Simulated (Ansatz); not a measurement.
# PtS2: the cost of one run

Program: Ansatz 0.2.0. Level of theory: DFT PBEsol, scalar-relativistic, plane waves, PAW. These are calculated values, not measurements.

The COD entry's cell or inner coordinates are ideal or old and differ from later refinements, so a difference from it is no clean test against experiment.

**1. Starting point**

It takes space group P-3m1 (No. 164, trigonal). The conventional cell has a = 3.543 Å, b = 3.543 Å, c = 5.039 Å, α = 90.00°, β = 90.00°, γ = 120.00°. Pt (site symmetry -3m) has 6 S at 2.40 Å in its first shell of neighbours. S (site symmetry 3m) is surrounded by 3 Pt at 2.40 Å.

Structure file:

```cif
data_structure
_symmetry_space_group_name_H-M 'P-3m1'
_symmetry_Int_Tables_number 164
_cell_length_a 3.5432
_cell_length_b 3.5432
_cell_length_c 5.0388
_cell_angle_alpha 90.000
_cell_angle_beta 90.000
_cell_angle_gamma 120.000
_cell_volume 54.78
loop_
_atom_site_label
_atom_site_type_symbol
_atom_site_symmetry_multiplicity
_atom_site_Wyckoff_symbol
_atom_site_fract_x
_atom_site_fract_y
_atom_site_fract_z
_atom_site_occupancy
Pt1 Pt 1 a 0.00000 0.00000 0.00000 1
S1 S 2 d 0.33333 0.66667 0.25000 1
```

No relaxation comes first: the listed cell is the starting point.

**2. Zero of energy**

Reference values: F = -14154.8495 eV; pressure -2.83 GPa; largest force 0.567 eV/Å; gap on the mesh 0.48 eV. It was computed beforehand with the settings of the runs below.

**3. Setting up an energy map of one atom**

Atom 2 (S) is moved by p along (0.707, 0.707, 0.000) and q along (0.000, 0.000, 1.000) (Å), all else fixed; its images in the other cells move with it. Points alike by symmetry are run once.

**4. Point p = -0.300, q = -0.300**

Input file input.yaml:

```yaml
crystal:
  lattice:
    - [3.5431994758, 0.0, 0.0]
    - [-1.7715997379, 3.0685007567, 0.0]
    - [0.0, 0.0, 5.0388]
  atoms:
    - { symbol: Pt, position: [0.0, 0.0, 0.0] }
    - { symbol: S, position: [0.2388970692, 0.5975345233, 0.1904620148] }
    - { symbol: S, position: [0.6666666667, 0.3333333333, 0.75] }
basis:
  ecutwfc: 420
kpoints:
  mp_grid: { grid: [12, 12, 8] }
hamiltonian:
  xc: pbesol
scf:
  occupations: { method: gaussian, width: 0.05 }
output:
  forces: true
  stress: true
  eigenvalues: true
```

Launch:

```bash
$ ansatz run input.yaml --threads 1 --pin off --max-ram 2560MiB --backend cpu --events-out ev --progress --plain --runs-dir out
```

What time and memory should one allow on 1 thread of Arm Neoverse V1, shared host?

About 58 s, with a peak of 0.79 GiB.
